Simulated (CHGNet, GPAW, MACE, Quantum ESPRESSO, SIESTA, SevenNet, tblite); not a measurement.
## Cu/Pt superlattice along [001] (72 atoms) in SIESTA

How do the settings of SIESTA change the result for Cu/Pt superlattice along [001] (72 atoms)? A plane-wave run serves as the yardstick.

Program: SIESTA 5.4.2. Level of theory: the method is named at each step. Results are calculated unless marked as measured.

In doubt: a PseudoDojo file used here is known to give poor structures and forces (steps 2, 3), which bears on pressures, cells, forces and phonons.

## (1) The starting structure

The cell holds 72 atoms: 54 Cu and 18 Pt. Cell: a = 8.324 Å, b = 8.324 Å, c = 13.130 Å, α = 90.0°, β = 90.0°, γ = 90.0°. It derives from Cu. Fcc lattice with in-plane constant 3.924 Å; 3 periods of Cu and 1 of Pt along [001], 3 x 3 in-plane cells; the two parts stretched along z by 0.8705 and 1.0; minimised with a classical potential (one cell length free). Then every atom was moved at random, 0.02 Å r.m.s. a Cartesian component. Regions: Cu, 54 atoms (54 Cu); Pt, 18 atoms (18 Pt). The structure's axis is c.

The yardstick, on the same geometry:

```
method                 : Kohn-Sham DFT, PBE, SSSP efficiency 1.3.0 pseudopotentials, plane waves (Quantum ESPRESSO 7.5); sssp-pbe-1.3.0-efficiency, cutoffs 60/480 Ry, Γ point
r.m.s. force component : 0.2757 eV/Å
longest force          : 1.002 eV/Å
pressure               : 5.054 GPa
time                   : 7 min on 4 MPI ranks of Arm Neoverse V2, shared host
CPU time               : 28 min
```

## (2) PBE, DZP, shift 0.01 Ry, mesh 500 Ry

Method: Kohn-Sham DFT, PBE, PseudoDojo 0.4.1 norm-conserving pseudopotentials (converted to PSML), numerical atomic orbitals (DZP), diagonalisation.

The .psml files are PseudoDojo norm-conserving potentials that we converted to this format, checked against plane waves on the same files for H, C, O, Si, Ge and Ca alone.

input.fdf reads:

```
SystemLabel cell
NumberOfAtoms 72
NumberOfSpecies 2
%block ChemicalSpeciesLabel
  1 29 Cu
  2 78 Pt
%endblock ChemicalSpeciesLabel
LatticeConstant 1.0 Ang
%block LatticeVectors
  8.32406 0.00000 0.00000
  0.00000 8.32406 0.00000
  0.00000 0.00000 13.12984
%endblock LatticeVectors
PAO.BasisSize DZP
PAO.EnergyShift 0.01 Ry
XC.Functional GGA
XC.Authors PBE
MeshCutoff 500 Ry
%block kgrid_Monkhorst_Pack
  1 0 0 0.0
  0 1 0 0.0
  0 0 1 0.0
%endblock kgrid_Monkhorst_Pack
SolutionMethod diagon
OccupationFunction FD
ElectronicTemperature 580 K
SCF.Mixer.Method Pulay
SCF.Mixer.Weight 0.05
SCF.Mixer.History 8
SCF.Mix Hamiltonian
MaxSCFIterations 300
SCF.DM.Tolerance 1e-04
SCF.H.Tolerance 1.0e-3 eV
WriteForces T
Write.HirshfeldPop T
Write.VoronoiPop T
Write.DM F
Write.H F
XML.Write F
AtomicCoordinatesFormat Fractional
%block AtomicCoordinatesAndAtomicSpecies
  0.99828 0.99951 0.04302 1
  0.33553 0.99796 0.04529 1
  0.66935 0.00005 0.04268 1
  0.00028 0.33027 0.04250 1
  0.33159 0.33614 0.04234 1
  0.66718 0.33051 0.04537 1
  0.16421 0.16591 0.16194 1
  0.49888 0.16646 0.16366 1
  0.82976 0.16562 0.16317 1
  0.99976 0.00189 0.27705 1
  0.33082 0.99674 0.28084 1
  0.66899 0.99692 0.27881 1
  0.00470 0.66241 0.04759 1
  0.33353 0.66758 0.04212 1
  0.66311 0.66502 0.04237 1
  0.16938 0.49862 0.16207 1
  0.49807 0.50010 0.16022 1
  0.83346 0.50188 0.16262 1
  0.00107 0.33187 0.27849 1
  0.33666 0.33504 0.28098 1
  0.66571 0.33310 0.27808 1
  0.16564 0.16675 0.39989 1
  0.49804 0.16356 0.39949 1
  0.83281 0.16938 0.39940 1
  0.00011 0.00290 0.51700 1
  0.33264 0.99536 0.51679 1
  0.66751 0.99827 0.51791 1
  0.16298 0.83426 0.16212 1
  0.49971 0.83296 0.16267 1
  0.83649 0.83249 0.16120 1
  0.99722 0.66117 0.27951 1
  0.33405 0.67009 0.28156 1
  0.66983 0.66552 0.28147 1
  0.16772 0.50374 0.39833 1
  0.50472 0.50295 0.39838 1
  0.83783 0.49747 0.39482 1
  0.00142 0.33353 0.51842 1
  0.33451 0.33489 0.51503 1
  0.66679 0.33513 0.51305 1
  0.16718 0.16419 0.63610 1
  0.49906 0.16918 0.63358 1
  0.83067 0.16576 0.63618 1
  0.99712 0.00122 0.76404 2
  0.33412 0.99736 0.76115 2
  0.66759 0.99959 0.76135 2
  0.16928 0.83317 0.39766 1
  0.49997 0.83256 0.39844 1
  0.83351 0.83311 0.39846 1
  0.99797 0.66748 0.51815 1
  0.33479 0.66867 0.51851 1
  0.66750 0.66592 0.51738 1
  0.16582 0.49935 0.63191 1
  0.49714 0.50135 0.63128 1
  0.83245 0.49962 0.63174 1
  0.99584 0.33254 0.75968 2
  0.33060 0.33538 0.76114 2
[... 12 atom lines left out ...]
  0.83517 0.49762 0.91701 2
  0.16371 0.83390 0.91581 2
  0.49635 0.83358 0.91856 2
  0.83434 0.83622 0.91628 2
%endblock AtomicCoordinatesAndAtomicSpecies
```

Command:

```console
$ OMP_NUM_THREADS=1 mpirun -np 4 siesta < input.fdf > output.txt
```

What it wrote:

```text
Version         : 5.4.2
reinit: System Name:
reinit: System Label: cell
initatom: Reading input for the pseudopotentials and atomic orbitals ----------
Species number:   1 Atomic number:   29 Label: Cu
Species number:   2 Atomic number:   78 Label: Pt
Ground state valence configuration (from tables):   4s01  4p00  3d10  4f00
Ground state valence configuration (from tables):   6s01  6p00  5d09  5f00
---- Processing specs for species: Cu
GGA--PBE XC_GGA_X_PBE--XC_GGA_C_PBE pb
Semicore shell(s) with  8 electrons included in the valence for Cu
---- Processing specs for species: Pt
GGA--PBE XC_GGA_X_PBE--XC_GGA_C_PBE pb
Semicore shell(s) with  8 electrons included in the valence for Pt
Semicore shell(s): 3s 3p
Fallback to non-perturbative polarization scheme for Cu
Please see the manual if this is not desired in principle
Semicore shell(s): 5s 5p
Fallback to non-perturbative polarization scheme for Pt
Please see the manual if this is not desired in principle
Cu pseudopotential only contains V_ls up to l=2 -- lmxkb reset.
Using PAO.SplitTailNorm
%block ChemicalSpeciesLabel
    1   29 Cu                      # Species index, atomic number, species label
    2   78 Pt                      # Species index, atomic number, species label
%endblock ChemicalSpeciesLabel
%block PAO.Basis                 # Define Basis set
Cu                    5                    # Species label, number of l-shells
 n=3   0   1                         # n, l, Nzeta
   2.152
   1.000
 n=4   0   2                         # n, l, Nzeta
   6.292      4.520
   1.000      1.000
 n=3   1   1                         # n, l, Nzeta
   2.384
   1.000
 n=4   1   1                         # n, l, Nzeta
   6.292
   1.000
 n=3   2   2                         # n, l, Nzeta
   4.057      2.474
   1.000      1.000
Pt                    5                    # Species label, number of l-shells
 n=5   0   1                         # n, l, Nzeta
[...]
n=6   0   2                         # n, l, Nzeta
   6.393      4.658
   1.000      1.000
 n=5   1   1                         # n, l, Nzeta
[...]
1.000
 n=6   1   1                         # n, l, Nzeta
   6.393
   1.000
 n=5   2   2                         # n, l, Nzeta
   4.859      3.270
   1.000      1.000
%endblock PAO.Basis
coor:   Atomic-coordinates input format  =     Fractional
siesta: System type = bulk
initatomlists: Number of atoms, orbitals, and projectors:     72  1368  1548
siesta: ******************** Simulation parameters ****************************
Total number of electrons:  1350.000000
Total ionic charge:  1350.000000
 Kpoints in:            1 . Kpoints trimmed:            1
siesta: k-grid: Number of k-points = 1
siesta: k-points from Monkhorst-Pack grid
siesta: k-cutoff (effective) =     4.162 Ang
siesta: k-point supercell and displacements
siesta: k-grid:     1     0     0      0.000
siesta: k-grid:     0     1     0      0.000
siesta: k-grid:     0     0     1      0.000
                     ====================================
                        Single-point calculation
                     ====================================
outcell: Unit cell vectors (Ang):
        8.324060    0.000000    0.000000
        0.000000    8.324060    0.000000
        0.000000    0.000000   13.129840
outcell: Cell vector modules (Ang)   :    8.324060    8.324060   13.129840
outcell: Cell angles (23,13,12) (deg):     90.0000     90.0000     90.0000
outcell: Cell volume (Ang**3)        :    909.7663
Gamma-point calculation with multiply-connected orbital pairs
Gamma-point calculation with multiply-connected orbital pairs
Folding of H and S implicitly performed
Folding of H and S implicitly performed
new_DM -- step:     1
Initializing Density Matrix...
Attempting to read DM from file... Failed...
DM filled with atomic data:
InitMesh: MESH = 120 x 120 x 180 = 2592000
InitMesh: Mesh cutoff (required, used) =   500.000   519.431 Ry
stepf: Fermi-Dirac step function
        iscf     Eharris(eV)        E_KS(eV)     FreeEng(eV)     dDmax    Ef(eV) dHmax(eV)
   scf:    1  -336865.837172  -340673.052747  -340674.293480  2.810970  3.396671 73.818409
   scf:    2  -339010.371481  -341214.736662  -341215.504746  0.658475  2.392380 59.876831
   scf:    3  -341581.885766  -341950.610578  -341951.452115  0.456632  1.705162 33.100776
   scf:    4  -341183.759907  -342004.624217  -342005.129256  0.698139  0.997985 48.304067
   scf:    5  -342476.703699  -342286.352936  -342287.178065  0.313325  0.557266 26.349384
   scf:    6  -341666.189701  -342270.837905  -342271.262827  0.638750 -1.277488 28.020378
[...]
scf:   30  -342497.558165  -342497.558026  -342498.533099  0.000076 -1.503086  0.001567
   scf:   31  -342497.558200  -342497.558113  -342498.533100  0.000035 -1.503094  0.001041
   scf:   32  -342497.558235  -342497.558174  -342498.533101  0.000029 -1.503073  0.000994
SCF Convergence by DM+H criterion
max |DM_out - DM_in|         :     0.0000286933
max |H_out - H_in|      (eV) :     0.0009944110
SCF cycle converged after 32 iterations
Using DM_out to compute the final energy and forces
siesta: E_KS(eV) =          -342497.5582
siesta: E_KS - E_eggbox =   -342497.5582
siesta: Atomic forces (eV/Ang):
     1    0.112255    0.067855    0.392036
     2   -0.070693    0.263081    0.117271
     3   -0.334538    0.030166    0.258578
     4    0.025823    0.045046    0.294334
     5    0.077708   -0.215962   -0.004937
     6   -0.116779    0.124136   -0.027982
[...]
70    0.051923   -0.182379   -0.683210
    71    0.308834    0.296098   -0.917941
    72   -0.169805   -0.576131   -0.866058
----------------------------------------
   Tot   -0.006006   -0.006264    0.025866
----------------------------------------
   Max    0.917941
   Res    0.274067    sqrt( Sum f_i^2 / 3N )
----------------------------------------
   Max    0.917941    constrained
Stress tensor Voigt[x,y,z,yz,xz,xy] (kbar):      -41.64      -41.76       16.81       -0.22        0.48       -0.14
(Free)E + p*V (eV/cell)  -342485.9286
Target enthalpy (eV/cell)  -342498.5331
siesta: Program's energy decomposition (eV):
siesta: Ebs     =    -48291.270797
siesta: Eions   =    429681.793636
siesta: Ena     =     29141.205063
siesta: Ekin    =    145981.731363
siesta: Enl     =    -45128.770507
siesta: DEna    =      2940.384045
siesta: DUscf   =       152.064908
siesta: Ex      =    -43468.359324
siesta: Ec      =     -2434.020085
siesta: Exc     =    -45902.379410
siesta: Eharris =   -342497.558235
siesta: Etot    =   -342497.558174
siesta: FreeEng =   -342498.533101
siesta: Final energy (eV):
siesta:  Band Struct. =  -48291.270797
siesta:       Kinetic =  145981.731363
siesta:       Hartree =  100522.838641
siesta:         Exch. =  -43468.359324
siesta:         Corr. =   -2434.020085
siesta:   Exch.-corr. =  -45902.379410
siesta:  Ion-electron = -351538.112757
siesta:       Ion-ion = -191561.636011
siesta:         Total = -342497.558174
siesta:         Fermi =      -1.503073
siesta: Stress tensor (static) (eV/Ang**3):
siesta:    -0.025987   -0.000086    0.000297
siesta:    -0.000086   -0.026066   -0.000135
siesta:     0.000297   -0.000135    0.010489
siesta: Cell volume =        909.766284 Ang**3
siesta: Pressure (static):
siesta:                Solid            Molecule  Units
siesta:           0.00015090          0.00022675  Ry/Bohr**3
siesta:           0.01385467          0.02081908  eV/Ang**3
siesta:          22.19762733         33.35584536  kBar
    Orbital volume contribution        =          40.479740 eV
    (Free)E + p_basis*V_orbitals       =     -342458.053361 eV
    (Free)Eharris+ p_basis*V_orbitals  =     -342458.053422 eV
Hirshfeld Atomic Populations:
Atom #   charge [q] valence [e]  Species
     1     0.097585   18.902415  Cu
     2     0.094631   18.905369  Cu
     3     0.096484   18.903516  Cu
     4     0.097153   18.902847  Cu
     5     0.096109   18.903891  Cu
     6     0.093457   18.906543  Cu
[...]
43    -0.103465   18.103465  Pt
    44    -0.114754   18.114754  Pt
    45    -0.112601   18.112601  Pt
[...]
55    -0.114025   18.114025  Pt
    56    -0.114617   18.114617  Pt
    57    -0.100614   18.100614  Pt
[...]
--------------------
 Total    -0.000138
Voronoi Atomic Populations:
Atom #   charge [q] valence [e]  Species
[...]
61     0.001817   18.998183  Cu
    62     0.007470   18.992530  Cu
    63     0.007165   18.992835  Cu
[...]
70    -0.009164   18.009164  Pt
    71    -0.018657   18.018657  Pt
    72    -0.016482   18.016482  Pt
--------------------
 Total    -0.000138
```

Elapsed: 2.6 min, on 4 MPI ranks of Arm Neoverse V2, shared host; peak memory 2.3 GiB; 10 min of CPU time.

Banners, paths, timers and routine set-up lines are dropped from the logs unmarked, and long logs keep their key lines alone; longer cuts are marked.

Against the reference:

| Property | Result |
| --- | --- |
| r.m.s. force component | 0.2741 eV/Å |
| r.m.s. difference of force components | 54.6 meV/Å |
| longest difference of force vectors | 173.9 meV/Å |
| force difference over r.m.s. force | 19.8 % |
| slope of forces against the reference's | 0.9743 |
| correlation of force components | 0.9803 |
| pressure | 2.22 GPa |
| pressure difference | -2.834 GPa |

Length of the force difference by element (eV/Å):

| element | atoms | mean | most |
| --- | --- | --- | --- |
| Cu | 54 | 0.074 | 0.17 |
| Pt | 18 | 0.095 | 0.15 |

Local excerpt of 13 atoms (numbers count through the whole input) about Cu37, picked at random; x, y, z are measured from there.

```
atom      x      y      z  distance (Å)  bonds  Hirshfeld charge (e)     Fx     Fy  Fz (eV/Å)
Cu37   0.00   0.00   0.00          0.00     12                  0.01  -0.07  -0.06      -0.13
Cu52   1.37   1.38   1.49          2.45     13                  0.09   0.05   0.05       0.11
Cu54  -1.41   1.38   1.49          2.47     12                  0.09  -0.05   0.06       0.25
Cu22   1.37  -1.39  -1.56          2.49     13                  0.00   0.03   0.01      -0.26
Cu40   1.38  -1.41   1.55          2.51     13                  0.10   0.04   0.04      -0.20
Cu24  -1.40  -1.37  -1.56          2.51     14                  0.00   0.06  -0.19      -0.25
Cu36  -1.36   1.36  -1.62          2.52     13                  0.00  -0.13   0.04       0.20
Cu42  -1.42  -1.40   1.55          2.52     13                  0.10  -0.02   0.07      -0.43
Cu34   1.38   1.42  -1.58          2.53     14                  0.00  -0.03  -0.15      -0.07
Cu25  -0.01  -2.75  -0.02          2.75     12                  0.01   0.00  -0.15      -0.05
Cu38   2.77   0.01  -0.04          2.77     13                  0.01  -0.07  -0.07      -0.02
Cu49  -0.03   2.78   0.00          2.78     12                  0.01   0.14  -0.05      -0.32
Cu39  -2.79   0.01  -0.07          2.79     13                  0.01   0.00  -0.08       0.19
```

Forces lie 20 % from the reference's, at 0.37 times its CPU time.

## (3) PBE, SZ, shift 0.01 Ry, mesh 500 Ry

Method: Kohn-Sham DFT, PBE, PseudoDojo 0.4.1 norm-conserving pseudopotentials (converted to PSML), numerical atomic orbitals (SZ), diagonalisation.

Edit input.fdf of step 2 so:

```diff
@@ -13,3 +13,3 @@
 %endblock LatticeVectors
-PAO.BasisSize DZP
+PAO.BasisSize SZ
 PAO.EnergyShift 0.01 Ry
```

Command:

```console
$ OMP_NUM_THREADS=1 siesta < input.fdf > output.txt
```

What it wrote:

```text
Version         : 5.4.2
reinit: System Name:
reinit: System Label: cell
initatom: Reading input for the pseudopotentials and atomic orbitals ----------
Species number:   1 Atomic number:   29 Label: Cu
Species number:   2 Atomic number:   78 Label: Pt
Ground state valence configuration (from tables):   4s01  4p00  3d10  4f00
[... lines left out ...]
        iscf     Eharris(eV)        E_KS(eV)     FreeEng(eV)     dDmax    Ef(eV) dHmax(eV)
[... lines left out ...]
SCF Convergence by DM+H criterion
[... lines left out ...]
SCF cycle converged after 31 iterations
[... lines left out ...]
   Max    1.424446
[... lines left out ...]
   Max    1.424446    constrained
Stress tensor Voigt[x,y,z,yz,xz,xy] (kbar):     -253.25     -253.02     -134.00       -0.54       -0.47       -0.15
[... lines left out ...]
siesta: FreeEng =   -342131.378717
[... lines left out ...]
siesta:         Fermi =       3.331286
[... lines left out ...]
siesta:           0.13320962          0.12866610  eV/Ang**3
siesta:         213.42534770        206.14581654  kBar
    Orbital volume contribution        =          20.017314 eV
    (Free)E + p_basis*V_orbitals       =     -342111.361403 eV
    (Free)Eharris+ p_basis*V_orbitals  =     -342111.361374 eV
Hirshfeld Atomic Populations:
Atom #   charge [q] valence [e]  Species
     1     0.125110   18.874890  Cu
     2     0.121231   18.878769  Cu
     3     0.121391   18.878609  Cu
[...]
43    -0.132494   18.132494  Pt
    44    -0.145513   18.145513  Pt
    45    -0.143923   18.143923  Pt
[...]
--------------------
 Total     0.000014
Voronoi Atomic Populations:
Atom #   charge [q] valence [e]  Species
[...]
62     0.113511   18.886489  Cu
    63     0.112643   18.887357  Cu
[...]
71    -0.136108   18.136108  Pt
    72    -0.128921   18.128921  Pt
--------------------
 Total     0.000014
```

The job ended after 3.1 min (1 thread; peak memory 0.92 GiB).

Against the reference:

```
r.m.s. force component                  : 0.3574 eV/Å
r.m.s. difference of force components   : 161.9 meV/Å
longest difference of force vectors     : 571.3 meV/Å
force difference over r.m.s. force      : 58.7 %
slope of forces against the reference's : 1.168
correlation of force components         : 0.901
pressure                                : 21.34 GPa
pressure difference                     : 16.29 GPa
```

This is a coarse setting, run to see what it loses.

Against the first run (20 %), the force difference from the reference is 59 %, at 0.30 times the CPU time (on 1 against 4 cores), with 720 basis functions against 1368: the smaller basis costs accuracy.

(Part 1 of 2 ends here.)

[Also dropped from logs without a mark: logging warnings of Python, and SIESTA's first energy breakdown and zero terms.]

[Logs are printed without paths, hosts, clocks, repeated set-up lines and the standing remarks that a program may print on its own settings, such as how far it seeks lower states.]

[Hosts, paths, dates, database ids (printed as entryN), source tags and the programs' standing remarks are cut or masked in the printed files.]
